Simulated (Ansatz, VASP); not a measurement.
## One calculation of Te2Pt, two programs

```
Pt Te
1.0
     4.08996    0.00000    0.00000
    -2.04498    3.54201    0.00000
     0.00000    0.00000    5.38270
Pt Te
1 2
Direct
  0.00000 0.00000 0.00000
  0.33333 0.66667 0.25300
  0.66667 0.33333 0.74700
```

The cell was relaxed by an earlier calculation.

Alike in both runs: task single point; functional PBE; k mesh 10 × 10 × 6; occupations fermi-dirac, width 0.05 eV; no spin polarisation.

|  | VASP | Ansatz |
| --- | --- | --- |
| version | VASP 6.6.1 | Ansatz 0.2.0 |
| potentials or method | VASP PAW PBE potentials, release 64 (Pt, Te), cutoff 520 eV | all-electron LAPW, scalar-relativistic |

|  | VASP | Ansatz | Ansatz less VASP |
| --- | --- | --- | --- |
| pressure (GPa) | -0.2 | 0.0 | +0.21 |
| rms of the force components (eV/Å) | 0.005 | 0.001 | -0.0038 |

Atom by atom the forces differ by 0.004 eV/Å (rms over components). Ansatz ran all-electron here, so the differences hold the error of VASP's frozen core and of both bases.

Spin-orbit coupling is left out, which matters for the levels of Pt, Te.
